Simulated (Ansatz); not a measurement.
## Field gradients at the nuclei in HfO₂

The cell is a COD entry, ions relaxed with PBE at fixed cell.

```xyz
12
Lattice="5.1501 0.0000 0.0000 0.0000 5.1852 0.0000 -0.8309 0.0000 5.2768" Properties=species:S:1:pos:R:3 pbc="T T T"
Hf    1.2460    0.2157    1.1004
Hf    3.4887    2.8083    1.5380
Hf    3.0733    4.9695    4.1764
Hf    0.8306    2.3769    3.7388
O     0.0607    1.7051    1.8406
O     4.6739    4.2977    0.7978
O     4.2585    3.4801    3.4362
O    -0.3547    0.8875    4.4790
O     1.9154    3.9271    2.5153
O     2.8193    1.3345    0.1231
O     2.4039    1.2581    2.7615
O     1.4999    3.8507    5.1537
```

Sites (sets of like atoms) are named by element and the number of their first atom in this list.

Computed with Ansatz: DFT, PBE, plane waves and PAW (field gradients read without the response of the frozen cores, which leaves them typically 4 to 6 % off), scalar-relativistic, 420 eV cutoff, Γ-centred 5×5×5 k-points, Fermi–Dirac smearing 0.02 eV.

Conventions: |V_zz| ≥ |V_yy| ≥ |V_xx|, η = (V_xx − V_yy)/V_zz, C_Q = eQV_zz/h. Directions are in the Cartesian axes of the cell vectors above, for the atom listed; none is given where the gradient is under 0.02 or η is above 0.95.

Q: Which values are expected at the nuclei?

A: 

```tsv
site	first atom	first shell	V_zz (10²¹ V/m²)	η	direction of V_zz (x, y, z)
Hf	1	7 O at 2.04–2.28 Å	10.87	0.28	-0.38 0.04 0.92
O5	5	3 Hf at 2.04–2.16 Å	-1.33	0.89	0.61 0.68 -0.41
O9	9	4 Hf at 2.15–2.28 Å	1.05	0.83	0.69 0.47 -0.55
```

Without spin–orbit coupling the gradients at and beside Hf can be off by some per cent, at some sites by more.
